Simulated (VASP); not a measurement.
# Sn (P6_3/mmc) in VASP: notebook

One crystal, Sn, is run at these levels: PBE; tasks: relaxation of cell and atoms, single point.

Program: VASP 6.6.1. These are calculated values, not measurements. Logs are shortened: lines on timing, memory, paths and dates and some standing lists are left out, and cuts for length are marked.

### Step 1. The crystal as given

It takes space group P6_3/mmc (No. 194, hexagonal). Conventional cell: a = 5.259 Å, b = 5.259 Å, c = 5.681 Å, α = 90.00°, β = 90.00°, γ = 120.00°. Around Sn (site symmetry -6m2) lie 5 Sn at 2.84 to 3.04 Å. Around Sn (site symmetry -6m2) lie 3 Sn at 3.04 Å.

The cell was built by a generator and needn't be a form met in nature.

### Step 2. Relaxation of cell and atoms, PBE

INCAR reads:

```
SYSTEM = Sn
  PREC = Accurate
  ENCUT = 600
  EDIFF = 1E-7
  ISMEAR = 0
  SIGMA = 0.1
  LREAL = .False.
  LASPH = .True.
  NELM = 100
  ALGO = Fast
  ISIF = 3
  LWAVE = .False.
  LCHARG = .False.
  GGA = PE
  IBRION = 2
  NSW = 90
  EDIFFG = -0.04
```

KPOINTS reads:

```
Automatic mesh
0
Gamma
  6 6 4
  0 0 0
```

POSCAR reads:

```
Sn
1.0
    5.2586738132      0.0000000000      0.0000000000
   -2.6293369066      4.5541451125      0.0000000000
    0.0000000000      0.0000000000      5.6805856509
Sn
4
Direct
    0.0000000000      0.0000000000      0.2500000000
    0.0000000000      0.0000000000      0.7500000000
    0.3333333333      0.6666666667      0.7500000000
    0.6666666667      0.3333333333      0.2500000000
```

Potentials or basis: VASP PAW PBE potentials, release 64 (Sn_d).

Started as:

```sh
> cat potpaw_PBE.64/Sn_d/POTCAR > POTCAR
> mpirun -np 1 vasp_std > vasp.out
```

OUTCAR:

```text
SYSTEM = Sn
   PREC = Accurate
   ENCUT = 600
   EDIFF = 1E-7
   ISMEAR = 0
   LREAL = .False.
   LASPH = .True.
   NELM = 100
   ISIF = 3
   GGA = PE
   IBRION = 2
   NSW = 90
   EDIFFG = -0.04

 ion  position               nearest neighbor table
   1  0.000  0.000  0.250-   2 2.84   2 2.84   4 3.04   4 3.04   4 3.04
   2  0.000  0.000  0.750-   1 2.84   1 2.84   3 3.04   3 3.04   3 3.04
   3  0.333  0.667  0.750-   2 3.04   2 3.04   2 3.04
   4  0.667  0.333  0.250-   1 3.04   1 3.04   1 3.04

  LATTYP: Found a hexagonal cell.
 ALAT       =     5.2586738132
 C/A-ratio  =     1.0802316045

  Lattice vectors:

 A1 = (   5.2586738132,   0.0000000000,   0.0000000000)
 A2 = (  -2.6293369066,   4.5541451125,   0.0000000000)
 A3 = (   0.0000000000,   0.0000000000,   5.6805856509)

Analysis of symmetry for initial positions (statically):
=====================================================================
 Subroutine PRICEL returns:
 Original cell was already a primitive cell.

 Routine SETGRP: Setting up the symmetry group for a
 hexagonal supercell.

 Subroutine GETGRP returns: Found 24 space group operations
 (whereof 12 operations were pure point group operations)
 out of a pool of 24 trial point group operations.

The static configuration has the point symmetry D_3d.
 The point group associated with its full space group is D_6h.

Analysis of symmetry for dynamics (positions and initial velocities):
=====================================================================
 Subroutine PRICEL returns:
 Original cell was already a primitive cell.

 Routine SETGRP: Setting up the symmetry group for a
 hexagonal supercell.

 Subroutine GETGRP returns: Found 24 space group operations
 (whereof 12 operations were pure point group operations)
 out of a pool of 24 trial point group operations.

The dynamic configuration has the point symmetry D_3d.
 The point group associated with its full space group is D_6h.

 Subroutine INISYM returns: Found 24 space group operations
 (whereof 12 operations are pure point group operations),
 and found     1 'primitive' translations

----------------------------------------------------------------------------------------

                                     Primitive cell

  volume of cell :     136.0430

  direct lattice vectors                    reciprocal lattice vectors
     5.258673813  0.000000000  0.000000000     0.190162013  0.109790090  0.000000000
    -2.629336907  4.554145112  0.000000000     0.000000000  0.219580179  0.000000000
     0.000000000  0.000000000  5.680585651     0.000000000  0.000000000  0.176038187

  length of vectors
     5.258673813  5.258673813  5.680585651     0.219580179  0.219580179  0.176038187

  position of ions in fractional coordinates (direct lattice)
     0.000000000  0.000000000  0.250000000
     0.000000000  0.000000000  0.750000000
     0.333333333  0.666666667  0.750000000
     0.666666667  0.333333333  0.250000000

  ion indices of the primitive-cell ions
   primitive index   ion index
                 1           1
                 2           2
                 3           3
                 4           4

----------------------------------------------------------------------------------------

 KPOINTS: Automatic mesh

Automatic generation of k-mesh.
 Grid dimensions read from file:
 generate k-points for:    6    6    4

 Generating k-lattice:

  Cartesian coordinates                     Fractional coordinates (reciprocal lattice)
     0.031693669  0.018298348  0.000000000     0.166666667  0.000000000  0.000000000
     0.000000000  0.036596697  0.000000000     0.000000000  0.166666667  0.000000000
     0.000000000  0.000000000  0.044009547     0.000000000  0.000000000  0.250000000

  Length of vectors
     0.036596697  0.036596697  0.044009547

  Shift w.r.t. Gamma in fractional coordinates (k-lattice)
     0.000000000  0.000000000  0.000000000

 Subroutine IBZKPT returns following result:
 ===========================================

 Found     21 irreducible k-points:

 Following reciprocal coordinates:
            Coordinates               Weight
  0.000000  0.000000  0.000000      1.000000
  0.166667 -0.000000  0.000000      6.000000
  0.333333  0.000000  0.000000      6.000000
  0.500000 -0.000000  0.000000      3.000000
  0.166667  0.166667  0.000000      6.000000
  0.333333  0.166667  0.000000     12.000000
[... 13 lines left out ...]
  0.333333  0.166667  0.500000     12.000000
  0.333333  0.333333  0.500000      2.000000
   k-points           NKPTS =     21   k-points in BZ     NKDIM =     21   number of bands    NBANDS=     33
   number of dos      NEDOS =    301   number of ions     NIONS =      4
   total plane-waves  NPLWV =  84672
   dimension x,y,z NGX =    42 NGY =   42 NGZ =   48
   dimension x,y,z NGXF=    84 NGYF=   84 NGZF=   96
   ions per type =               4
   NGX,Y,Z   is equivalent  to a cutoff of  13.28, 13.28, 14.05 a.u.
   NGXF,Y,Z  is equivalent  to a cutoff of  26.56, 26.56, 28.10 a.u.
 SYSTEM =  Sn
   PREC   = accura    normal or accurate (medium, high low for compatibility)
   ISTART =      0    job   : 0-new  1-cont  2-samecut
   ICHARG =      2    charge: 1-file 2-atom 10-const
   ISPIN  =      1    spin polarized calculation?
   LNONCOLLINEAR =      F non collinear calculations
   LSORBIT =      F    spin-orbit coupling
   LASPH  =      T    aspherical Exc in radial PAW
   ENCUT  =  600.0 eV  44.10 Ry    6.64 a.u.  10.50 10.50 11.35*2*pi/ulx,y,z
   NELM   =    100;   NELMIN=  2; NELMDL= -5     # of ELM steps
   EDIFF  = 0.1E-06   stopping-criterion for ELM
   LREAL  =      F    real-space projection
   EDIFFG = -.4E-01   stopping-criterion for IOM
   NSW    =     90    number of steps for IOM
   IBRION =      2    ionic relax: 0-MD 1-quasi-New 2-CG
   NFREE  =      1    steps in history (QN), initial steepest desc. (CG)
   ISIF   =      3    stress and relaxation
   ISYM   =      2    0-nonsym 1-usesym 2-fastsym
   POTIM  = 0.5000    time-step for ionic-motion
   TEBEG  =    0.0;   TEEND  =   0.0 temperature during run
   PSTRESS=    0.0 pullay stress
   NELECT =      56.0000    total number of electrons
   NUPDOWN=      -1.0000    fix difference up-down
   EMIN   =  10.00;   EMAX   =-10.00  energy-range for DOS
   EFERMI =   0.00;   METHOD = LEGACY
   ISMEAR =     0;   SIGMA  =   0.10  broadening in eV -4-tet -1-fermi 0-gaus
   EFERMI_NEDOS =   21; number of points for ismear=-14 and -15
   IALGO  =     68    algorithm
   IMIX   =      4    mixing-type and parameters
     AMIX     =   0.40;   BMIX     =  1.00
     AMIX_MAG =   1.60;   BMIX_MAG =  1.00
  volume/ion in A,a.u.               =      34.01       229.52
  Fermi-wavevector in a.u.,A,eV,Ry     =   1.217808  2.301323 20.178201  1.483056
  Thomas-Fermi vector in A             =   2.353116
   LORBIT       =      0    0 simple, 1 ext, 2 COOP (PROOUT), +10 PAW based schemes
   GGA     = PE    functional components
   LHFCALC =     F    Hartree Fock is set to
   AEXX    =    0.0000 exact exchange contribution
   IVDW    =     0    specifies the selected vdW correction
   LEPSILON=     F    determine dielectric tensor
   LRPA    =     F    only Hartree local field effects (RPA)
 conjugate gradient relaxation of ions
 non-spin polarized calculation
 RMM-DIIS sequential band-by-band and
 Gauss-broadening in eV      SIGMA  =   0.10
  energy-cutoff  :      600.00
  volume of cell :      136.04
 maximum number of plane-waves:      4582
 NGX is ok and might be reduce to    42
   NGX = 21   NGY = 21   NGZ = 23

--------------------------------------- Ionic step        1  -------------------------------------------

 number of electron      56.0000029 magnetization

 Free energy of the ion-electron system (eV)
  ---------------------------------------------------
  ext. energy  EPLUGINS =         0.00000000
  ---------------------------------------------------
  free energy    TOTEN  =       -14.09379551 eV

  energy without entropy =      -14.07743015  energy(sigma->0) =      -14.08561283

------------------------ aborting loop because EDIFF is reached ----------------------------------------

  FORCE on cell =-STRESS in cart. coord.  units (eV):
  Direction    XX          YY          ZZ          XY          YZ          ZX
  --------------------------------------------------------------------------------------
  -------------------------------------------------------------------------------------
  Total       -1.5928142     -1.5928142      3.9723103     -0.0000000     -0.0000000      0.0000000
  in kB      -18.7585601    -18.7585601     46.7818661     -0.0000000     -0.0000000      0.0000000
  external PRESSURE =       3.0882486 kB  Pullay stress =       0.0000000 kB

 VOLUME and BASIS-vectors are now :
 -----------------------------------------------------------------------------
  energy-cutoff  :      600.00
  volume of cell :      136.04
      direct lattice vectors                 reciprocal lattice vectors
     5.258673813  0.000000000  0.000000000     0.190162013  0.109790090  0.000000000
    -2.629336907  4.554145112  0.000000000     0.000000000  0.219580179  0.000000000
     0.000000000  0.000000000  5.680585651     0.000000000  0.000000000  0.176038187

 POSITION                                       TOTAL-FORCE (eV/Angst)
 -----------------------------------------------------------------------------------
      0.00000      0.00000      1.42015        -0.000000      0.000000      0.000000
      0.00000      0.00000      4.26044         0.000000     -0.000000      0.000000
     -0.00000      3.03610      4.26044        -0.000000      0.000000     -0.000000
      2.62934      1.51805      1.42015         0.000000     -0.000000     -0.000000
 -----------------------------------------------------------------------------------
    total drift:                               -0.000000      0.000000     -0.000000

  FREE ENERGIE OF THE ION-ELECTRON SYSTEM (eV)
  ---------------------------------------------------
  free  energy   TOTEN  =       -14.0937955065 eV
[... 93 lines left out ...]
 VOLUME and BASIS-vectors are now :
 -----------------------------------------------------------------------------
  energy-cutoff  :      600.00
  volume of cell :      137.37
      direct lattice vectors                 reciprocal lattice vectors
     5.129478551  0.000000000  0.000000000     0.194951590  0.112555353  0.000000000
    -2.564739275  4.442258733  0.000000000     0.000000000  0.225110706  0.000000000
    -0.000000000 -0.000000000  6.028635548     0.000000000 -0.000000000  0.165875013

 POSITION                                       TOTAL-FORCE (eV/Angst)
 -----------------------------------------------------------------------------------
      5.12948     -0.00000      1.50716         0.000000     -0.000000     -0.000000
     -2.56474      4.44226      4.52148        -0.000000      0.000000      0.000000
     -0.00000      2.96151      4.52148        -0.000000     -0.000000     -0.000000
      2.56474      1.48075      1.50716         0.000000      0.000000      0.000000
 -----------------------------------------------------------------------------------
    total drift:                               -0.000000      0.000000     -0.000000

  FREE ENERGIE OF THE ION-ELECTRON SYSTEM (eV)
  ---------------------------------------------------
  free  energy   TOTEN  =       -14.2232577536 eV

  energy  without entropy=      -14.2020871196  energy(sigma->0) =      -14.21267244

--------------------------------------- Ionic step        5  -------------------------------------------

 number of electron      55.9999994 magnetization

 Free energy of the ion-electron system (eV)
  ---------------------------------------------------
  ext. energy  EPLUGINS =         0.00000000
  ---------------------------------------------------
  free energy    TOTEN  =       -14.22366969 eV

  energy without entropy =      -14.20271331  energy(sigma->0) =      -14.21319150

 E-fermi :   5.6266     XC(G=0):  -9.1241

 val. band max:        5.6017325509   @ k =   0.1667   0.1667   0.2500
 cond. band min:       5.6438876362   @ k =   0.1667  -0.0000   0.5000
 fundamental gap:      0.0421550853
 Fermi energy:         5.6266018312

 k-point     1 :       0.0000    0.0000    0.0000
  band No.  band energies     occupation
      1     -16.1409      2.00000
      2     -16.0009      2.00000
      3     -15.9883      2.00000
      4     -15.9883      2.00000
      5     -15.9589      2.00000
      6     -15.9589      2.00000
[... 25 lines left out ...]
     32       7.9282      0.00000
     33       8.2426      0.00000
[... 731 lines left out ...]
 VOLUME and BASIS-vectors are now :
 -----------------------------------------------------------------------------
  energy-cutoff  :      600.00
  volume of cell :      136.54
      direct lattice vectors                 reciprocal lattice vectors
     5.117954646  0.000000000  0.000000000     0.195390555  0.112808790  0.000000000
    -2.558977323  4.432278739  0.000000000     0.000000000  0.225617579  0.000000000
    -0.000000000 -0.000000000  6.019266438     0.000000000 -0.000000000  0.166133201

 POSITION                                       TOTAL-FORCE (eV/Angst)
 -----------------------------------------------------------------------------------
     -2.55898      4.43228      1.50482        -0.000000     -0.000000      0.000000
     -0.00000     -0.00000      4.51445         0.000000      0.000000     -0.000000
     -0.00000      2.95485      4.51445         0.000000     -0.000000     -0.000000
      2.55898      1.47743      1.50482        -0.000000      0.000000      0.000000
 -----------------------------------------------------------------------------------
    total drift:                               -0.000000      0.000000     -0.000000

  FREE ENERGIE OF THE ION-ELECTRON SYSTEM (eV)
  ---------------------------------------------------
  free  energy   TOTEN  =       -14.2236696900 eV

  energy  without entropy=      -14.2027133128  energy(sigma->0) =      -14.21319150

 reached required accuracy - stopping structural energy minimisation
```

Run time: 3.4 min. Hardware: 1 thread of Intel Xeon 6975P-C (Granite Rapids), shared host; peak memory 0.32 GiB.

Results:

- Free energy: -14.2237 eV
- Relaxed volume: 34.14 Å³/atom
- Relaxed cell: a = 5.118 Å, b = 5.118 Å, c = 6.019 Å, α = 90.00°, β = 90.00°, γ = 120.00°
- Space group after relaxing (to 0.05 Å): P6_3/mmc (No. 194)
- Energy gained by relaxing: 32.5 meV/atom
- Ionic steps: 5
- Pressure after relaxing: 0.0 GPa
- Band gap on the k mesh: none (metal or under the smearing width)

The path:
| step | energy change (eV) | largest force (eV/Å) | pressure (GPa) | volume (Å³) |
| --- | --- | --- | --- | --- |
| 1 | 0.0000 | 0.0000 | 0.31 | 136.04 |
| 2 | -0.1259 | 0.0000 | -0.19 | 137.14 |
| 3 | -0.1295 | 0.0000 | -0.19 | 137.35 |
| 4 | -0.1295 | 0.0000 | -0.19 | 137.37 |
| 5 | -0.1299 | 0.0000 | 0.03 | 136.54 |

Final structure:
```
Sn
1.0
     5.11795    0.00000    0.00000
    -2.55898    4.43228    0.00000
     0.00000    0.00000    6.01927
Sn
4
Direct
  0.00000 0.00000 0.25000
  0.00000 0.00000 0.75000
  0.33333 0.66667 0.75000
  0.66667 0.33333 0.25000
```

[end of part 1 of 3]
